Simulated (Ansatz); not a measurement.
Input deck for Ansatz 0.2.0, then the block of the output on the nuclei.

The cell is an entry of the Crystallography Open Database (COD), relaxed with PBE at fixed cell and then changed (volume scaled by 0.94, ions relaxed).

```yaml
crystal:
  lattice:
    - [3.5118161998, 0.0, 0.0]
    - [-1.7559080999, 3.0413220424, 0.0]
    - [0.0, 0.0, 15.1835846851]
  atoms:
    - { symbol: Ga, position: [0.3333333333, 0.6666666667, 0.1710183689] }
    - { symbol: Ga, position: [0.6666666667, 0.3333333333, 0.6710183689] }
    - { symbol: Ga, position: [0.3333333333, 0.6666666667, 0.3289816311] }
    - { symbol: Ga, position: [0.6666666667, 0.3333333333, 0.8289816311] }
    - { symbol: S, position: [0.3333333333, 0.6666666667, 0.6008025009] }
    - { symbol: S, position: [0.6666666667, 0.3333333333, 0.1008025009] }
    - { symbol: S, position: [0.3333333333, 0.6666666667, 0.8991974991] }
    - { symbol: S, position: [0.6666666667, 0.3333333333, 0.3991974991] }
kpoints:
  mp_grid: { grid: [14, 14, 3] }
scf:
  occupations: { method: fermi_dirac, width: 0.02 }
hamiltonian:
  xc: pbe
  pseudopotentials: { kind: paw }
output:
  forces: true
  stress: true
  populations: true
  efg:
    quadrupole_moments_barn: { Ga: 0.107, S: -0.0694 }
    contact_densities: true
  write_density: true
  write_potential: true
  elf: true
  volumetric_format: npy
relax:
  f_tol: 0.02
  max_steps: 60
```

```sh
ansatz run input.yaml --threads 1 --pin off --max-ram 3072MiB --backend cpu --events-out ev --progress --plain --runs-dir out
```

The run relaxes the ions first, and the block belongs to the relaxed positions.

Of the output, the block on the nuclei alone is shown; the set-up, the SCF iterations, energies, forces and stress are cut.

```
--- PAW observables at the nuclei: V_zz in 10²¹ V/m², potentials from the cell's mean, atoms counted from 1 ---
  atom   1  Ga V_zz =    -8.004962   η = 0.0000   by run symmetry: allowed   C_q = -20.7108 MHz
            electrostatic potential = -4129.914485 V   contact ρ = 187417.569243 e/Å³
  atom   2  Ga V_zz =    -8.004962   η = 0.0000   by run symmetry: allowed   C_q = -20.7108 MHz
            electrostatic potential = -4129.914485 V   contact ρ = 187417.569243 e/Å³
  atom   3  Ga V_zz =    -8.004962   η = 0.0000   by run symmetry: allowed   C_q = -20.7108 MHz
            electrostatic potential = -4129.914485 V   contact ρ = 187417.569243 e/Å³
  atom   4  Ga V_zz =    -8.004962   η = 0.0000   by run symmetry: allowed   C_q = -20.7108 MHz
            electrostatic potential = -4129.914485 V   contact ρ = 187417.569243 e/Å³
  atom   5  S  V_zz =    -4.320929   η = 0.0000   by run symmetry: allowed   C_q = +7.2509 MHz
            electrostatic potential = -1633.376987 V   contact ρ = 19769.538227 e/Å³
  atom   6  S  V_zz =    -4.320929   η = 0.0000   by run symmetry: allowed   C_q = +7.2509 MHz
            electrostatic potential = -1633.376987 V   contact ρ = 19769.538227 e/Å³
  atom   7  S  V_zz =    -4.320929   η = 0.0000   by run symmetry: allowed   C_q = +7.2509 MHz
            electrostatic potential = -1633.376987 V   contact ρ = 19769.538227 e/Å³
  atom   8  S  V_zz =    -4.320929   η = 0.0000   by run symmetry: allowed   C_q = +7.2509 MHz
            electrostatic potential = -1633.376987 V   contact ρ = 19769.538227 e/Å³
```

The relaxation (3 steps) took 34 s of wall time (34 s of CPU time) and 0.67 GiB at its peak, on 1 thread of Intel Xeon 6975P-C (Granite Rapids) (x86_64; 16 cores open to the job, memory cap 3.0 GiB, no GPU), a shared host with a load of 0.6 a core.

At this changed cell the PBE pressure is 5 GPa.
